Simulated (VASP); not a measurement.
# ZnS (F-43m) in VASP: notebook

Runs on ZnS. Level: PBE. Tasks: relaxation of cell and atoms.

Everything below comes from runs of VASP 6.6.1. Logs are shortened: lines on timing, memory, paths and dates and some standing lists are left out, and cuts for length are marked.

### 1 Starting point

It takes space group F-43m (No. 216, cubic). The conventional cell has a = 5.404 Å, b = 5.404 Å, c = 5.404 Å, α = 90.00°, β = 90.00°, γ = 90.00°. Zn (site symmetry -43m) is surrounded by 4 S at 2.34 Å. S (site symmetry -43m) is surrounded by 4 Zn at 2.34 Å.

### 2 Relaxation of cell and atoms, PBE

The input, INCAR:

```
SYSTEM = ZnS
  ALGO = Normal
  EDIFF = 1E-7
  EDIFFG = -0.002
  ENCUT = 520
  GGA = PE
  IBRION = 2
  ISIF = 3
  ISMEAR = 0
  LASPH = .TRUE.
  LCHARG = .FALSE.
  LREAL = .FALSE.
  LWAVE = .FALSE.
  NELM = 80
  NSW = 80
  PREC = Accurate
  SIGMA = 0.02
```

The input, KPOINTS:

```
k-points
0
G
  4 4 4
  0 0 0
```

The input, POSCAR:

```
ZnS
1.0
    0.0000000000      2.7020000000      2.7020000000
    2.7020000000      0.0000000000      2.7020000000
    2.7020000000      2.7020000000      0.0000000000
Zn S
1 1
Direct
    0.2500000000      0.2500000000      0.2500000000
    0.0000000000      0.0000000000      0.0000000000
```

Potentials or basis: VASP PAW PBE potentials, release 64 (Zn, S).

Launch:

```
cat potpaw_PBE.64/Zn/POTCAR potpaw_PBE.64/S/POTCAR > POTCAR
mpirun -np 1 vasp_std > vasp.out
```

OUTCAR:

```text
SYSTEM = ZnS
   EDIFF = 1E-7
   EDIFFG = -0.002
   ENCUT = 520
   GGA = PE
   IBRION = 2
   ISIF = 3
   ISMEAR = 0
   LASPH = .TRUE.
   LREAL = .FALSE.
   NELM = 80
   NSW = 80
   PREC = Accurate

 ion  position               nearest neighbor table
   1  0.250  0.250  0.250-   2 2.34   2 2.34   2 2.34   2 2.34
   2  0.000  0.000  0.000-   1 2.34   1 2.34   1 2.34   1 2.34

  LATTYP: Found a face centered cubic cell.
 ALAT       =     5.4040000000

  Lattice vectors:

 A1 = (   0.0000000000,   2.7020000000,   2.7020000000)
 A2 = (   2.7020000000,   0.0000000000,   2.7020000000)
 A3 = (   2.7020000000,   2.7020000000,   0.0000000000)

Analysis of symmetry for initial positions (statically):
=====================================================================
 Subroutine PRICEL returns:
 Original cell was already a primitive cell.

 Routine SETGRP: Setting up the symmetry group for a
 face centered cubic supercell.

 Subroutine GETGRP returns: Found 24 space group operations
 (whereof 24 operations were pure point group operations)
 out of a pool of 48 trial point group operations.

The static configuration has the point symmetry T_d .

Analysis of symmetry for dynamics (positions and initial velocities):
=====================================================================
 Subroutine PRICEL returns:
 Original cell was already a primitive cell.

 Routine SETGRP: Setting up the symmetry group for a
 face centered cubic supercell.

 Subroutine GETGRP returns: Found 24 space group operations
 (whereof 24 operations were pure point group operations)
 out of a pool of 48 trial point group operations.

The dynamic configuration has the point symmetry T_d .

 Subroutine INISYM returns: Found 24 space group operations
 (whereof 24 operations are pure point group operations),
 and found     1 'primitive' translations

----------------------------------------------------------------------------------------

                                     Primitive cell

  volume of cell :      39.4535

  direct lattice vectors                    reciprocal lattice vectors
     0.000000000  2.702000000  2.702000000    -0.185048113  0.185048113  0.185048113
     2.702000000  0.000000000  2.702000000     0.185048113 -0.185048113  0.185048113
     2.702000000  2.702000000  0.000000000     0.185048113  0.185048113 -0.185048113

  length of vectors
     3.821205046  3.821205046  3.821205046     0.320512733  0.320512733  0.320512733

  position of ions in fractional coordinates (direct lattice)
     0.250000000  0.250000000  0.250000000
     0.000000000  0.000000000  0.000000000

[... 57 lines left out ...]
   ENCUT  =  520.0 eV  38.22 Ry    6.18 a.u.   7.10  7.10  7.10*2*pi/ulx,y,z
   NELM   =     80;   NELMIN=  2; NELMDL= -5     # of ELM steps
   EDIFF  = 0.1E-06   stopping-criterion for ELM
   LREAL  =      F    real-space projection
   EDIFFG = -.2E-02   stopping-criterion for IOM
   NSW    =     80    number of steps for IOM
   IBRION =      2    ionic relax: 0-MD 1-quasi-New 2-CG
   NFREE  =      1    steps in history (QN), initial steepest desc. (CG)
   ISIF   =      3    stress and relaxation
   ISYM   =      2    0-nonsym 1-usesym 2-fastsym
   POTIM  = 0.5000    time-step for ionic-motion
   TEBEG  =    0.0;   TEEND  =   0.0 temperature during run
   PSTRESS=    0.0 pullay stress
   NELECT =      18.0000    total number of electrons
   NUPDOWN=      -1.0000    fix difference up-down
   EMIN   =  10.00;   EMAX   =-10.00  energy-range for DOS
   EFERMI =   0.00;   METHOD = LEGACY
   ISMEAR =     0;   SIGMA  =   0.02  broadening in eV -4-tet -1-fermi 0-gaus
   EFERMI_NEDOS =   21; number of points for ismear=-14 and -15
   IALGO  =     38    algorithm
   IMIX   =      4    mixing-type and parameters
     AMIX     =   0.40;   BMIX     =  1.00
     AMIX_MAG =   1.60;   BMIX_MAG =  1.00
  volume/ion in A,a.u.               =      19.73       133.12
  Fermi-wavevector in a.u.,A,eV,Ry     =   1.260290  2.381602 21.610537  1.588330
  Thomas-Fermi vector in A             =   2.393807
   LORBIT       =      0    0 simple, 1 ext, 2 COOP (PROOUT), +10 PAW based schemes
   GGA     = PE    functional components
   LHFCALC =     F    Hartree Fock is set to
   AEXX    =    0.0000 exact exchange contribution
   IVDW    =     0    specifies the selected vdW correction
   LEPSILON=     F    determine dielectric tensor
   LRPA    =     F    only Hartree local field effects (RPA)
 conjugate gradient relaxation of ions
 non-spin polarized calculation
 Gauss-broadening in eV      SIGMA  =   0.02
  energy-cutoff  :      520.00
  volume of cell :       39.45
 maximum number of plane-waves:      1068
   NGX = 15   NGY = 15   NGZ = 15

--------------------------------------- Ionic step        1  -------------------------------------------

 number of electron      18.0000000 magnetization

 Free energy of the ion-electron system (eV)
  ---------------------------------------------------
  ext. energy  EPLUGINS =         0.00000000
  ---------------------------------------------------
  free energy    TOTEN  =        -6.80042251 eV

  energy without entropy =       -6.80042251  energy(sigma->0) =       -6.80042251

------------------------ aborting loop because EDIFF is reached ----------------------------------------

  FORCE on cell =-STRESS in cart. coord.  units (eV):
  Direction    XX          YY          ZZ          XY          YZ          ZX
  --------------------------------------------------------------------------------------
  -------------------------------------------------------------------------------------
  Total        0.5079267      0.5079267      0.5079267      0.0000000      0.0000000      0.0000000
  in kB       20.6265035     20.6265035     20.6265035      0.0000000      0.0000000      0.0000000
  external PRESSURE =      20.6265035 kB  Pullay stress =       0.0000000 kB
[... 59 lines left out ...]
--------------------------------------- Ionic step        3  -------------------------------------------

 number of electron      17.9999986 magnetization

 Free energy of the ion-electron system (eV)
  ---------------------------------------------------
  ext. energy  EPLUGINS =         0.00000000
  ---------------------------------------------------
  free energy    TOTEN  =        -6.80740000 eV

  energy without entropy =       -6.80740000  energy(sigma->0) =       -6.80740000

 E-fermi :   2.0227     XC(G=0):  -9.4889

 val. band max:        1.8765034737   @ k =   0.0000   0.0000   0.0000
 cond. band min:       3.8598327666   @ k =   0.0000   0.0000   0.0000
 fundamental gap:      1.9833292929
 Fermi energy:         2.0226988785

 k-point     1 :       0.0000    0.0000    0.0000
  band No.  band energies     occupation
      1     -11.0723      2.00000
      2      -4.3779      2.00000
      3      -4.3779      2.00000
      4      -4.3779      2.00000
      5      -3.9150      2.00000
      6      -3.9150      2.00000
      7       1.8765      2.00000
      8       1.8765      2.00000
      9       1.8765      2.00000
     10       3.8598      0.00000
     11       8.2730      0.00000
     12       8.2730      0.00000
     13       8.2730      0.00000
[... 139 lines left out ...]
  FREE ENERGIE OF THE ION-ELECTRON SYSTEM (eV)
  ---------------------------------------------------
  free  energy   TOTEN  =        -6.8074000019 eV

  energy  without entropy=       -6.8074000019  energy(sigma->0) =       -6.80740000

 reached required accuracy - stopping structural energy minimisation
```

OSZICAR:

```text
N       E                     dE             d eps       ncg     rms          rms(c)
DAV:   1     0.787324384702E+02    0.78732E+02   -0.86979E+03   208   0.161E+03
DAV:   2    -0.199206643189E+01   -0.80725E+02   -0.77924E+02   218   0.281E+02
DAV:   3    -0.718398131344E+01   -0.51919E+01   -0.51626E+01   263   0.676E+01
[... 27 lines left out ...]
DAV:   4    -0.680745589189E+01    0.33223E-03   -0.19874E-04   238   0.220E-01    0.797E-02
DAV:   5    -0.680740073375E+01    0.55158E-04   -0.55947E-05   312   0.158E-01    0.156E-02
DAV:   6    -0.680740027123E+01    0.46253E-06   -0.17723E-05   213   0.543E-02    0.751E-03
DAV:   7    -0.680740000067E+01    0.27056E-06   -0.86792E-07   238   0.163E-02    0.353E-03
DAV:   8    -0.680740000193E+01   -0.12597E-08   -0.19388E-07   149   0.612E-03
   3 F= -.68074000E+01 E0= -.68074000E+01  d E =-.697750E-02
```

CONTCAR:

```text
ZnS
   1.00000000000000
     0.0000000000000000    2.7271919128052726    2.7271919128052726
     2.7271919128052726   -0.0000000000000000    2.7271919128052726
     2.7271919128052726    2.7271919128052726    0.0000000000000000
  Zn              S
     1     1
Direct
     0.2500000000000000    0.2500000000000000    0.2500000000000000
     0.0000000000000000    0.0000000000000000    0.0000000000000000

  0.00000000E+00  0.00000000E+00  0.00000000E+00
  0.00000000E+00  0.00000000E+00  0.00000000E+00
```

Run time: 14 s. Hardware: 1 thread of AMD EPYC 7R13 (Zen 3), shared host; peak memory 0.12 GiB.

What came out:

| Property | Result |
| --- | --- |
| Free energy | -6.8074 eV |
| Relaxed volume | 20.28 Å³/atom |
| Relaxed cell | a = 3.857 Å, b = 3.857 Å, c = 3.857 Å, α = 60.00°, β = 60.00°, γ = 60.00° |
| Space group after relaxing (to 0.05 Å) | F-43m (No. 216) |
| Energy gained by relaxing | 3.5 meV/atom |
| Ionic steps | 3 |
| Pressure after relaxing | 0.0 GPa |
| Band gap on the k mesh | 1.98 eV, direct |

The path:
| step | energy change (eV) | largest force (eV/Å) | pressure (GPa) | volume (Å³) |
| --- | --- | --- | --- | --- |
| 1 | 0.0000 | 0.0000 | 2.06 | 39.45 |
| 2 | -0.0063 | 0.0000 | -0.59 | 40.92 |
| 3 | -0.0070 | 0.0000 | 0.00 | 40.57 |

Final structure:
```yaml
crystal:
  lattice:
    - [0.00000, 2.72719, 2.72719]
    - [2.72719, 0.00000, 2.72719]
    - [2.72719, 2.72719, 0.00000]
  atoms:
    - { symbol: Zn, position: [0.25000, 0.25000, 0.25000] }
    - { symbol: S, position: [0.00000, 0.00000, 0.00000] }
```

Levels at points of the mesh, in eV from the valence-band top:
```tsv
k point	band 5	band 6	band 7	band 8	band 9	band 10	band 11	band 12	band 13
(0.00, 0.00, 0.00)	-5.79	-5.79	0.00	0.00	0.00	1.98	6.40	6.40	6.40
(0.50, 0.00, 0.00)	-5.76	-5.60	-5.12	-0.83	-0.83	3.24	6.92	6.92	8.77
(0.50, 0.50, 0.00)	-5.72	-5.58	-4.46	-2.12	-2.12	3.45	4.06	10.79	11.77
```

Caveat: the k mesh is coarse (spacing up to 0.50 Å⁻¹), so the values aren't converged. PBE usually gives volumes a little too large and moduli too small.

### 3 Relaxation of cell and atoms, PBE

This run uses another cell than the first one, of 20.28 Å³/atom, 1.028 times its volume.

INCAR is that of step 2.

KPOINTS is that of step 2.

The input, POSCAR:

```
ZnS                                     
1.0
    0.0000000000      2.7271919128      2.7271919128
    2.7271919128     -0.0000000000      2.7271919128
    2.7271919128      2.7271919128      0.0000000000
  Zn              S             
     1     1
Direct
     0.2500000000000000    0.2500000000000000    0.2500000000000000
     0.0000000000000000    0.0000000000000000    0.0000000000000000
```

Potentials or basis: VASP PAW PBE potentials, release 64 (Zn, S).

Launch:

```
cat potpaw_PBE.64/Zn/POTCAR potpaw_PBE.64/S/POTCAR > POTCAR
mpirun -np 1 vasp_std > vasp.out
```

Wall time 8.2 s (1 thread of AMD EPYC 7R13 (Zen 3), shared host); peak memory 0.13 GiB.

The run converged. Its results:

- Free energy: -6.8077 eV
- Relaxed volume: 20.29 Å³/atom
- Relaxed cell: a = 3.857 Å, b = 3.857 Å, c = 3.857 Å, α = 60.00°, β = 60.00°, γ = 60.00°
- Space group after relaxing (to 0.05 Å): F-43m (No. 216)
- Energy gained by relaxing: 0.0 meV/atom
- Ionic steps: 2
- Pressure after relaxing: 0.0 GPa
- Band gap on the k mesh: 1.98 eV, direct

Final structure:
```
Zn S
1.0
     0.00000    2.72746    2.72746
     2.72746    0.00000    2.72746
     2.72746    2.72746    0.00000
Zn S
1 1
Direct
  0.25000 0.25000 0.25000
  0.00000 0.00000 0.00000
```

Levels at points of the mesh, in eV from the valence-band top:
| k point | band 6 | band 7 | band 8 | band 9 | band 10 | band 11 | band 12 | band 13 |
| --- | --- | --- | --- | --- | --- | --- | --- | --- |
| (0.00, 0.00, 0.00) | -5.79 | 0.00 | 0.00 | 0.00 | 1.98 | 6.40 | 6.40 | 6.40 |
| (0.50, 0.00, 0.00) | -5.60 | -5.12 | -0.83 | -0.83 | 3.24 | 6.92 | 6.92 | 8.76 |
| (0.50, 0.50, 0.00) | -5.58 | -4.46 | -2.12 | -2.12 | 3.45 | 4.06 | 10.78 | 11.77 |

Caveat: the k mesh is coarse (spacing up to 0.50 Å⁻¹), so the values aren't converged. A hybrid or GW would open this gap; PBE tends to underestimate it.
